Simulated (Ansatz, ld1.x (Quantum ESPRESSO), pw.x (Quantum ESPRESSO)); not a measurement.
## chromium (Cr): does the PAW potential hold in the solid?

Cr (Z = 24), PAW, made with ld1.x (Quantum ESPRESSO) 7.5 (PBE, scalar-relativistic). Core [Ne], reference 3s2 3p6 3d5 4s1 4p0. Waves: 3s (bound): rcut 1.30, rcutus 1.55 bohr; 4s (bound): rcut 1.30, rcutus 1.55 bohr; 3p (bound): rcut 1.35, rcutus 1.80 bohr; 4p (bound, empty): rcut 1.35, rcutus 1.80 bohr; 3d (bound): rcut 0.90, rcutus 1.10 bohr; 3d channel at 0.25 Ry: rcut 0.90, rcutus 1.10 bohr. Local part: all-electron potential smoothed inside 1.75 bohr (lloc = -1). Core correction: Bessel-smoothed model core, default radius (core density twice the valence density). Augmentation charge: BESSEL, radius 0.90 bohr.

Crystal test: bcc Cr in pw.x 7.5, no spin, 16³ k-points, Fermi–Dirac smearing 0.01 Ry, cutoffs 170/900 Ry. The reference is all-electron LAPW (Ansatz 0.2.0) with the same functional, mesh and smearing; V0 and B0 come from Birch–Murnaghan fits to the pressures at five volumes. Errors are pseudo minus all-electron; Δ is the rms difference of the E(V) curves that follow from these fits, minima aligned, over ±6 % about the mean V0. Mesh and smearing are coarse, so the numbers serve the comparison and aren't converged zero-temperature values; the lattice is a test structure that the element need not adopt. Spin polarisation and strong correlation are left out, which matters for this element.

| V (Å³/atom) | P all-electron (GPa) | P pseudo (GPa) |
| --- | --- | --- |
| 10.998 | 14.15 | 3.81 |
| 11.288 | 6.38 | -2.55 |
| 11.577 | -0.44 | -8.33 |
| 11.866 | -6.41 | -13.49 |
| 12.156 | -11.64 | -18.02 |

All-electron: a0 = 2.849 Å (V0 = 11.56 Å³/atom), B0 = 256.7 GPa.

Pseudopotential: mean pressure error (GPa): -8.12; a0 (Å): 2.816; a0 error (%): -1.14; B0 error (%): -4.5; Δ (meV/atom): 21.9. This is a poor potential for the solid. Atomic configuration tests: test run stopped at test 7 of 7 (negative rho).

**Question.** At the middle volume, how do free energy and pressure move when the wave cutoff is lowered (ecutrho held at 900 Ry)?

**Answer.**

| cutoff (Ry) | shift of F (meV/atom) | shift of P (GPa) |
| --- | --- | --- |
| 76 | +199.9 | -20.17 |
| 102 | +24.6 | -0.35 |
| 136 | +4.5 | -0.57 |

The run at the middle volume (145 k-points, 18 iterations) took about 2.4 min on one core of a shared host (Neoverse-V2, 96 threads, 742 GiB, load 33).
